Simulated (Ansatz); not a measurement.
Input and command of a calculation in Ansatz (plane waves; scalar-relativistic PAW potentials unless the input names others):

```yaml
crystal:
  lattice:
    - [4.0589188239, 0.0, 0.0]
    - [-2.029459412, 3.5151268134, 0.0]
    - [0.0, 0.0, 6.6870967039]
  atoms:
    - { symbol: Ge, position: [0.6666666667, 0.3333333333, 0.0626657688] }
    - { symbol: Ge, position: [0.3333333333, 0.6666666667, 0.5626657688] }
    - { symbol: Ge, position: [0.6666666667, 0.3333333333, 0.4373342312] }
    - { symbol: Ge, position: [0.3333333333, 0.6666666667, 0.9373342312] }
kpoints:
  mp_grid: { grid: [12, 12, 6] }
hamiltonian:
  xc: pbe
  pseudopotentials: { kind: nc }
scf:
  occupations: { method: gaussian, width: 0.1 }
  initial_density: { chi_scale: 0.0 }
output:
  forces: true
  eigenvalues: true
  stress: true
```

```bash
ansatz run input.yaml --threads 2 --pin off --max-ram 5120MiB --backend cpu --events-out ev --progress --plain --runs-dir out
```

Abridged log:
```
Basis set: ecut = 1061.244064 eV, 7523 PW (Γ), exchange–correlation on 90×90×144 points (8 copies of the dense FFT grid, shifted against one another)
Bands: 34, of which v1, the nominal top of the filled ones, is band 28 counted from 1 (27 counted from 0)
Symmetry: 24 space group operations
k-points: 76 of 864
SCF iter   1: F=—  HF=-9722.296189 eV  |F-HF|=—  |Δ(HF+E_count)|=         —  Δρ=3.12e-2  dr2=8.54e-1  ethr=3.10e-3  ⟨swp⟩=6.3  Hψ=10398  notcnv=0
SCF iter   2: F=—  HF=-9722.204804 eV  |F-HF|=—  |Δ(HF+E_count)|=   9.14e-2  Δρ=1.82e-2  dr2=3.13e-1  ethr=1.52e-3  ⟨swp⟩=1.2  Hψ=3210  notcnv=0
SCF iter   3: F=—  HF=-9722.164461 eV  |F-HF|=—  |Δ(HF+E_count)|=   4.03e-2  Δρ=1.93e-3  dr2=2.93e-3  ethr=5.59e-4  ⟨swp⟩=3.0  Hψ=3800  notcnv=0
SCF iter   4: F=—  HF=-9722.168042 eV  |F-HF|=—  |Δ(HF+E_count)|=   3.58e-3  Δρ=4.02e-4  dr2=2.43e-4  ethr=5.23e-6  ⟨swp⟩=2.9  Hψ=4595  notcnv=0
SCF iter   5: F=—  HF=-9722.168519 eV  |F-HF|=—  |Δ(HF+E_count)|=   4.77e-4  Δρ=1.37e-4  dr2=1.01e-5  ethr=4.34e-7  ⟨swp⟩=2.0  Hψ=3122  notcnv=0
SCF iter   6: F=—  HF=-9722.168434 eV  |F-HF|=—  |Δ(HF+E_count)|=   8.52e-5  Δρ=4.04e-5  dr2=1.13e-6  ethr=1.80e-8  ⟨swp⟩=2.0  Hψ=4625  notcnv=0  defer=13
SCF iter   7: F=-9722.168436 eV  HF=-9722.168436 eV  |F-HF|=5.40e-9  |Δ(HF+E_count)|=   1.83e-6  Δρ=1.33e-5  dr2=6.79e-8  ethr=1.79e-10  ⟨swp⟩=9.8  Hψ=14211  notcnv=0
SCF 1 converged in 7 iterations: F = -9722.168436 eV  dr2 = 6.79e-8
SCF converged after 7 iterations
Free energy (F): -9722.168436 eV
Harris-Foulkes:  -9722.168436 eV  (|F-HF|=5.40e-9)
Internal energy: -9722.167848 eV  (E = F + TS)
E sigma→0 (E₀):  -9722.168142 eV
Entropy (-TS):   -0.000588 eV (-0.147 meV/atom)
Fermi energy:    8.877749 eV
--- Forces (eV/Å), atoms counted from 1 ---
  atom   1  Ge     0.00000000     0.00000000     0.00984192
  atom   2  Ge     0.00000000     0.00000000     0.00984192
  atom   3  Ge     0.00000000     0.00000000    -0.00984192
  atom   4  Ge     0.00000000     0.00000000    -0.00984192
--- Stress (GPa, compression-positive) ---
        0.055985       0.000000       0.000000
        0.000000       0.055985       0.000000
        0.000000       0.000000       0.149183
  P = ⅓ Tr σ = 0.0871 GPa (0.871 kbar)
```

Apart from outputs, empty bands and the relaxation, which only the reference makes, the input differs from a reference run on usual settings in scf.initial_density.chi_scale: not typed → 0.0; hamiltonian.pseudopotentials: not typed → {"kind": "nc"}; basis.ecutwfc: 420 → not typed. The reference, at the same geometry, ended its own course with pressure 0.03 GPa, largest force 0.009 eV/Å, no gap on the mesh. This run converged in 7 SCF iterations with a total energy on another zero, pressure 0.09 GPa, largest force 0.010 eV/Å, no gap on the mesh.

The run took 18 s on 2 threads of Arm Neoverse V1, on a shared host, peak memory 0.82 GiB.